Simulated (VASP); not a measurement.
# B (P6/mmm) in VASP: further runs

Runs on B. Level: LDA. Tasks: single point.

Everything below comes from runs of VASP 6.6.1. Logs are shortened: lines on timing, memory, paths and dates and some standing lists are left out, and cuts for length are marked.

## (1) The structure

It takes space group P6/mmm (No. 191, hexagonal). The conventional cell has a = 1.702 Å, b = 1.702 Å, c = 3.635 Å, α = 90.00°, β = 90.00°, γ = 120.00°. B (site symmetry 6/mmm) is surrounded by 6 B at 1.70 Å.

This isn't the form of B at room conditions, which is rhombohedral.

## (2) Single point, LDA

Contents of INCAR:

```
SYSTEM = B
PREC = Accurate
ENCUT = 520
EDIFF = 1E-7
ISMEAR = 0
SIGMA = 0.15
LREAL = .FALSE.
LASPH = .TRUE.
NELM = 100
ALGO = Normal
ISIF = 2
LWAVE = .FALSE.
LCHARG = .FALSE.
NBANDS = 8
```

Contents of KPOINTS:

```
Automatic mesh
0
G
  36 36 14
  0 0 0
```

Contents of POSCAR:

```
B
1.0
    1.7024335758      0.0000000000      0.0000000000
   -0.8512167879      1.4743507249      0.0000000000
    0.0000000000      0.0000000000      3.6354228500
B
1
Direct
    0.0000000000      0.0000000000      0.0000000000
```

Potentials or basis: VASP PAW LDA potentials, release 64 (B).

Launch:

```console
$ cat potpaw_LDA.64/B/POTCAR > POTCAR
$ mpirun -np 1 vasp_std > vasp.out
```

OUTCAR:

```text
SYSTEM = B
   PREC = Accurate
   ENCUT = 520
   EDIFF = 1E-7
   ISMEAR = 0
   LREAL = .FALSE.
   LASPH = .TRUE.
   NELM = 100
   ISIF = 2

 ion  position               nearest neighbor table
   1  0.000  0.000  0.000-

  LATTYP: Found a hexagonal cell.
 ALAT       =     1.7024335758
 C/A-ratio  =     2.1354271331

  Lattice vectors:

 A1 = (   1.7024335758,   0.0000000000,   0.0000000000)
 A2 = (  -0.8512167879,   1.4743507249,   0.0000000000)
 A3 = (   0.0000000000,   0.0000000000,   3.6354228500)

Analysis of symmetry for initial positions (statically):
=====================================================================
 Subroutine PRICEL returns:
 Original cell was already a primitive cell.

 Routine SETGRP: Setting up the symmetry group for a
 hexagonal supercell.

 Subroutine GETGRP returns: Found 24 space group operations
 (whereof 24 operations were pure point group operations)
 out of a pool of 24 trial point group operations.

The static configuration has the point symmetry D_6h.

Analysis of symmetry for dynamics (positions and initial velocities):
=====================================================================
 Subroutine PRICEL returns:
 Original cell was already a primitive cell.

 Routine SETGRP: Setting up the symmetry group for a
 hexagonal supercell.

 Subroutine GETGRP returns: Found 24 space group operations
 (whereof 24 operations were pure point group operations)
 out of a pool of 24 trial point group operations.

The dynamic configuration has the point symmetry D_6h.

 Subroutine INISYM returns: Found 24 space group operations
 (whereof 24 operations are pure point group operations),
 and found     1 'primitive' translations

----------------------------------------------------------------------------------------

                                     Primitive cell

  volume of cell :       9.1249

  direct lattice vectors                    reciprocal lattice vectors
     1.702433576  0.000000000  0.000000000     0.587394430  0.339132332  0.000000000
    -0.851216788  1.474350725  0.000000000     0.000000000  0.678264665  0.000000000
     0.000000000  0.000000000  3.635422850     0.000000000  0.000000000  0.275071165

  length of vectors
     1.702433576  1.702433576  3.635422850     0.678264665  0.678264665  0.275071165

  position of ions in fractional coordinates (direct lattice)
     0.000000000  0.000000000  0.000000000

  ion indices of the primitive-cell ions
   primitive index   ion index
                 1           1

----------------------------------------------------------------------------------------

 KPOINTS: Automatic mesh

Automatic generation of k-mesh.
 Grid dimensions read from file:
 generate k-points for:   36   36   14

 Generating k-lattice:

  Cartesian coordinates                     Fractional coordinates (reciprocal lattice)
     0.016316512  0.009420343  0.000000000     0.027777778  0.000000000  0.000000000
     0.000000000  0.018840685  0.000000000     0.000000000  0.027777778  0.000000000
     0.000000000  0.000000000  0.019647940     0.000000000  0.000000000  0.071428571

  Length of vectors
     0.018840685  0.018840685  0.019647940

  Shift w.r.t. Gamma in fractional coordinates (k-lattice)
     0.000000000  0.000000000  0.000000000

 Subroutine IBZKPT returns following result:
 ===========================================

 Found   1016 irreducible k-points:

 Following reciprocal coordinates:
            Coordinates               Weight
  0.000000  0.000000  0.000000      1.000000
  0.027778 -0.000000  0.000000      6.000000
  0.055556 -0.000000  0.000000      6.000000
  0.083333 -0.000000  0.000000      6.000000
  0.111111 -0.000000  0.000000      6.000000
  0.138889 -0.000000  0.000000      6.000000
[... 16 lines left out ...]
  0.111111  0.027778  0.000000     12.000000
  0.138889  0.027778  0.000000     12.000000
 [... further k-points ...]
   k-points           NKPTS =   1016   k-points in BZ     NKDIM =   1016   number of bands    NBANDS=      8
   number of dos      NEDOS =    301   number of ions     NIONS =      1
   total plane-waves  NPLWV =   5488
   dimension x,y,z NGX =    14 NGY =   14 NGZ =   28
   dimension x,y,z NGXF=    28 NGYF=   28 NGZF=   56
   ions per type =               1
   NGX,Y,Z   is equivalent  to a cutoff of  13.67, 13.67, 12.80 a.u.
   NGXF,Y,Z  is equivalent  to a cutoff of  27.34, 27.34, 25.61 a.u.
 SYSTEM =  B
   PREC   = accura    normal or accurate (medium, high low for compatibility)
   ISTART =      0    job   : 0-new  1-cont  2-samecut
   ICHARG =      2    charge: 1-file 2-atom 10-const
   ISPIN  =      1    spin polarized calculation?
   LNONCOLLINEAR =      F non collinear calculations
   LSORBIT =      F    spin-orbit coupling
   LASPH  =      T    aspherical Exc in radial PAW
   ENCUT  =  520.0 eV  38.22 Ry    6.18 a.u.   3.17  3.17  6.76*2*pi/ulx,y,z
   NELM   =    100;   NELMIN=  2; NELMDL= -5     # of ELM steps
   EDIFF  = 0.1E-06   stopping-criterion for ELM
   LREAL  =      F    real-space projection
   EDIFFG = 0.1E-05   stopping-criterion for IOM
   NSW    =      0    number of steps for IOM
   IBRION =     -1    ionic relax: 0-MD 1-quasi-New 2-CG
   NFREE  =      0    steps in history (QN), initial steepest desc. (CG)
   ISIF   =      2    stress and relaxation
   ISYM   =      2    0-nonsym 1-usesym 2-fastsym
   POTIM  = 0.5000    time-step for ionic-motion
   TEBEG  =    0.0;   TEEND  =   0.0 temperature during run
   PSTRESS=    0.0 pullay stress
   NELECT =       3.0000    total number of electrons
   NUPDOWN=      -1.0000    fix difference up-down
   EMIN   =  10.00;   EMAX   =-10.00  energy-range for DOS
   EFERMI =   0.00;   METHOD = LEGACY
   ISMEAR =     0;   SIGMA  =   0.15  broadening in eV -4-tet -1-fermi 0-gaus
   EFERMI_NEDOS =   21; number of points for ismear=-14 and -15
   IALGO  =     38    algorithm
   IMIX   =      4    mixing-type and parameters
     AMIX     =   0.40;   BMIX     =  1.00
     AMIX_MAG =   1.60;   BMIX_MAG =  1.00
  volume/ion in A,a.u.               =       9.12        61.58
  Fermi-wavevector in a.u.,A,eV,Ry     =   1.129900  2.135201 17.370199  1.276674
  Thomas-Fermi vector in A             =   2.266595
   LORBIT       =      0    0 simple, 1 ext, 2 COOP (PROOUT), +10 PAW based schemes
   GGA     = CA    functional components
   LHFCALC =     F    Hartree Fock is set to
   AEXX    =    0.0000 exact exchange contribution
   IVDW    =     0    specifies the selected vdW correction
   LEPSILON=     F    determine dielectric tensor
   LRPA    =     F    only Hartree local field effects (RPA)
 non-spin polarized calculation
 Gauss-broadening in eV      SIGMA  =   0.15
  energy-cutoff  :      520.00
  volume of cell :        9.12
 maximum number of plane-waves:       258
 NGX is ok and might be reduce to    14
   NGX =  7   NGY =  7   NGZ = 13

 number of electron       3.0000000 magnetization

 Free energy of the ion-electron system (eV)
  ---------------------------------------------------
  ext. energy  EPLUGINS =         0.00000000
  ---------------------------------------------------
  free energy    TOTEN  =        -6.75018803 eV

  energy without entropy =       -6.74794827  energy(sigma->0) =       -6.74906815

 E-fermi :   5.3354     XC(G=0): -10.3254

 val. band max:        5.3301260857   @ k =   0.2500   0.1667   0.4286
 cond. band min:       5.3424972953   @ k =   0.3611   0.2222   0.1429
 fundamental gap:      0.0123712095
 Fermi energy:         5.3354389180

 k-point     1 :       0.0000    0.0000    0.0000
  band No.  band energies     occupation
      1     -11.7222      2.00000
      2      -1.4043      2.00000
      3       7.4514      0.00000
      4      29.8404      0.00000
      5      29.8404      0.00000
      6      31.1183      0.00000
      7      37.2728      0.00000
      8      51.5880      0.00000

 k-point     2 :       0.0278   -0.0000    0.0000
  band No.  band energies     occupation
      1     -11.6870      2.00000
      2      -1.3536      2.00000
      3       7.4952      0.00000
      4      29.6484      0.00000
      5      29.7258      0.00000
      6      31.1565      0.00000
      7      37.3918      0.00000
      8      50.4597      0.00000

 k-point     3 :       0.0556   -0.0000    0.0000
  band No.  band energies     occupation
      1     -11.5813      2.00000
      2      -1.2016      2.00000
      3       7.6265      0.00000
      4      29.0952      0.00000
      5      29.3963      0.00000
      6      31.2698      0.00000
      7      37.7148      0.00000
      8      48.6007      0.00000

 k-point     4 :       0.0833   -0.0000    0.0000
  band No.  band energies     occupation
      1     -11.4055      2.00000
      2      -0.9485      2.00000
      3       7.8446      0.00000
      4      28.2308      0.00000
      5      28.8892      0.00000
      6      31.4538      0.00000
      7      38.1596      0.00000
      8      46.9100      0.00000

 k-point     5 :       0.1111   -0.0000    0.0000
  band No.  band energies     occupation
      1     -11.1599      2.00000
      2      -0.5947      2.00000
      3       8.1485      0.00000
      4      27.1054      0.00000
      5      28.2523      0.00000
      6      31.6998      0.00000
      7      38.6224      0.00000
      8      45.6020      0.00000
[... 177 lines left out ...]
 k-point    22 :       0.0833    0.0278    0.0000
  band No.  band energies     occupation
      1     -11.2650      2.00000
      2      -0.7463      2.00000
      3       8.0186      0.00000
      4      27.6631      0.00000
      5      28.4120      0.00000
      6      31.5963      0.00000
      7      38.4802      0.00000
      8      46.0481      0.00000

 k-point    23 :       0.1111    0.0278    0.0000
  band No.  band energies     occupation
      1     -10.9849      2.00000
      2      -0.3424      2.00000
      3       8.3644      0.00000
      4      26.4463      0.00000
      5      27.7080      0.00000
      6      31.8665      0.00000
      7      38.9333      0.00000
      8      45.0223      0.00000

 k-point    24 :       0.1389    0.0278    0.0000
  band No.  band energies     occupation
      1     -10.6361      2.00000
      2       0.1612      2.00000
      3       8.7918      0.00000
      4      25.0255      0.00000
      5      26.9577      0.00000
      6      32.1703      0.00000
      7      39.2533      0.00000
      8      44.4964      0.00000

 [... further k-points ...]

------------------------ aborting loop because EDIFF is reached ----------------------------------------

  FORCE on cell =-STRESS in cart. coord.  units (eV):
  Direction    XX          YY          ZZ          XY          YZ          ZX
  --------------------------------------------------------------------------------------
  -------------------------------------------------------------------------------------
  Total       -0.1959233     -0.1959233     -0.0900026      0.0000000     -0.0000000     -0.0000000
  in kB      -34.4009742    -34.4009742    -15.8030001      0.0000000     -0.0000000     -0.0000000
  external PRESSURE =     -28.2016495 kB  Pullay stress =       0.0000000 kB

 VOLUME and BASIS-vectors are now :
 -----------------------------------------------------------------------------
  energy-cutoff  :      520.00
  volume of cell :        9.12
      direct lattice vectors                 reciprocal lattice vectors
     1.702433576  0.000000000  0.000000000     0.587394430  0.339132332  0.000000000
    -0.851216788  1.474350725  0.000000000     0.000000000  0.678264665  0.000000000
     0.000000000  0.000000000  3.635422850     0.000000000  0.000000000  0.275071165

 POSITION                                       TOTAL-FORCE (eV/Angst)
 -----------------------------------------------------------------------------------
      0.00000      0.00000      0.00000        -0.000000      0.000000      0.000000
 -----------------------------------------------------------------------------------
    total drift:                               -0.000000     -0.000000     -0.000000

  FREE ENERGIE OF THE ION-ELECTRON SYSTEM (eV)
  ---------------------------------------------------
  free  energy   TOTEN  =        -6.7501880333 eV

  energy  without entropy=       -6.7479482695  energy(sigma->0) =       -6.74906815
```

Run time: 22 s. Hardware: 1 thread of Intel Xeon 6975P-C (Granite Rapids), shared host; peak memory 0.16 GiB.

Results:

| Item | Value |
| --- | --- |
| Free energy | -6.7502 eV |
| Pressure | -2.8 GPa |
| Band gap on the k mesh | none (metal or under the smearing width) |

## (3) Single point, LDA

Contents of INCAR:

```
SYSTEM = B
PREC = Accurate
ENCUT = 520
EDIFF = 1E-7
ISMEAR = 0
SIGMA = 0.15
LREAL = .False.
LASPH = .True.
NELM = 100
ALGO = Normal
ISIF = 2
LWAVE = .False.
LCHARG = .False.
GGA = CA
NBANDS = 8
```

Contents of KPOINTS:

```
Automatic mesh
0
Gamma
  33 33 14
  0 0 0
```

POSCAR is that of step 2.

Potentials or basis: VASP PAW LDA potentials, release 64 (B).

Launch:

```console
$ cat potpaw_LDA.64/B/POTCAR > POTCAR
$ mpirun -np 1 vasp_std > vasp.out
```

OUTCAR:

```text
SYSTEM = B
   PREC = Accurate
   ENCUT = 520
   EDIFF = 1E-7
   ISMEAR = 0
   LREAL = .False.
   LASPH = .True.
   NELM = 100
   ISIF = 2
   GGA = CA

 ion  position               nearest neighbor table
   1  0.000  0.000  0.000-

  LATTYP: Found a hexagonal cell.
 ALAT       =     1.7024335758
 C/A-ratio  =     2.1354271331

  Lattice vectors:

 A1 = (   1.7024335758,   0.0000000000,   0.0000000000)
 A2 = (  -0.8512167879,   1.4743507249,   0.0000000000)
 A3 = (   0.0000000000,   0.0000000000,   3.6354228500)

Analysis of symmetry for initial positions (statically):
=====================================================================
 Subroutine PRICEL returns:
 Original cell was already a primitive cell.

 Routine SETGRP: Setting up the symmetry group for a
 hexagonal supercell.

 Subroutine GETGRP returns: Found 24 space group operations
 (whereof 24 operations were pure point group operations)
 out of a pool of 24 trial point group operations.

The static configuration has the point symmetry D_6h.

[... 160 lines left out ...]
 E-fermi :   5.3770     XC(G=0): -10.3266

 val. band max:        5.3741403081   @ k =   0.3333   0.2424   0.0000
 cond. band min:       5.3788286061   @ k =   0.3333   0.2424   0.0714
 fundamental gap:      0.0046882980
 Fermi energy:         5.3770243587

 k-point     1 :       0.0000    0.0000    0.0000
  band No.  band energies     occupation
      1     -11.7337      2.00000
      2      -1.4091      2.00000
      3       7.4558      0.00000
      4      29.8244      0.00000
      5      29.8244      0.00000
      6      31.1182      0.00000
      7      37.2714      0.00000
      8      51.5737      0.00000
[... 243 lines left out ...]
 k-point    24 :       0.2121    0.0303    0.0000
  band No.  band energies     occupation
      1      -9.3806      2.00000
      2       1.9966      2.00000
      3      10.2845      0.00000
      4      20.6835      0.00000
      5      24.8970      0.00000
      6      32.7139      0.00000
      7      39.3738      0.00000
      8      42.4157      0.00000

 [... further k-points ...]

------------------------ aborting loop because EDIFF is reached ----------------------------------------

  FORCE on cell =-STRESS in cart. coord.  units (eV):
  Direction    XX          YY          ZZ          XY          YZ          ZX
  --------------------------------------------------------------------------------------
  -------------------------------------------------------------------------------------
  Total       -0.2106190     -0.2106190     -0.0796763      0.0000000      0.0000000      0.0000000
  in kB      -36.9812947    -36.9812947    -13.9898792      0.0000000      0.0000000      0.0000000
  external PRESSURE =     -29.3174895 kB  Pullay stress =       0.0000000 kB

 VOLUME and BASIS-vectors are now :
 -----------------------------------------------------------------------------
  energy-cutoff  :      520.00
  volume of cell :        9.12
      direct lattice vectors                 reciprocal lattice vectors
     1.702433576  0.000000000  0.000000000     0.587394430  0.339132332  0.000000000
    -0.851216788  1.474350725  0.000000000     0.000000000  0.678264665  0.000000000
     0.000000000  0.000000000  3.635422850     0.000000000  0.000000000  0.275071165

 POSITION                                       TOTAL-FORCE (eV/Angst)
 -----------------------------------------------------------------------------------
      0.00000      0.00000      0.00000         0.000000      0.000000      0.000000
 -----------------------------------------------------------------------------------
    total drift:                               -0.000000     -0.000000     -0.000000

  FREE ENERGIE OF THE ION-ELECTRON SYSTEM (eV)
  ---------------------------------------------------
  free  energy   TOTEN  =        -6.7484331339 eV

  energy  without entropy=       -6.7453375962  energy(sigma->0) =       -6.74688537
```

OSZICAR:

```text
N       E                     dE             d eps       ncg     rms          rms(c)
DAV:   1    -0.303946677480E+01   -0.30395E+01   -0.14966E+03 14448   0.285E+02
DAV:   2    -0.726226366990E+01   -0.42228E+01   -0.39063E+01 19016   0.450E+01
DAV:   3    -0.727290794405E+01   -0.10644E-01   -0.10642E-01 15624   0.249E+00
DAV:   4    -0.727291180738E+01   -0.38633E-05   -0.38633E-05 21080   0.421E-02
DAV:   5    -0.727291180795E+01   -0.56529E-09   -0.47249E-09 15664   0.258E-04    0.292E+00
DAV:   6    -0.687755081630E+01    0.39536E+00   -0.35330E-01 14584   0.225E+00    0.158E+00
DAV:   7    -0.674910970350E+01    0.12844E+00   -0.40469E-01 15128   0.234E+00    0.292E-01
DAV:   8    -0.675022291811E+01   -0.11132E-02   -0.14105E-02 14920   0.509E-01    0.165E-01
DAV:   9    -0.674844690657E+01    0.17760E-02   -0.41571E-03 14960   0.241E-01    0.164E-02
DAV:  10    -0.674843875755E+01    0.81490E-05   -0.12907E-05 17416   0.217E-02    0.832E-03
DAV:  11    -0.674843313231E+01    0.56252E-05   -0.17666E-05 15624   0.156E-02    0.461E-04
DAV:  12    -0.674843313389E+01   -0.15839E-08   -0.24001E-08 14760   0.134E-03
   1 F= -.67484331E+01 E0= -.67468854E+01  d E =-.309554E-02
```

stdout:

```text
POSCAR found type information on POSCAR B
 POSCAR found :  1 types and       1 ions
 scaLAPACK will be used
 LDA part: xc-table for (Slater(with rela. corr.)+CA(PZ))
 , standard interpolation
 POSCAR, INCAR and KPOINTS ok, starting setup
 FFT: planning ... GRIDC
 FFT: planning ... GRID_SOFT
 FFT: planning ... GRID
 WAVECAR not read
 entering main loop
```

It took 19 s on 1 thread of Intel Xeon 6975P-C (Granite Rapids), shared host; peak memory 0.15 GiB.

Results:

| Property | Result |
| --- | --- |
| Free energy | -6.7484 eV |
| Pressure | -2.9 GPa |
| Band gap on the k mesh | none (metal or under the smearing width) |
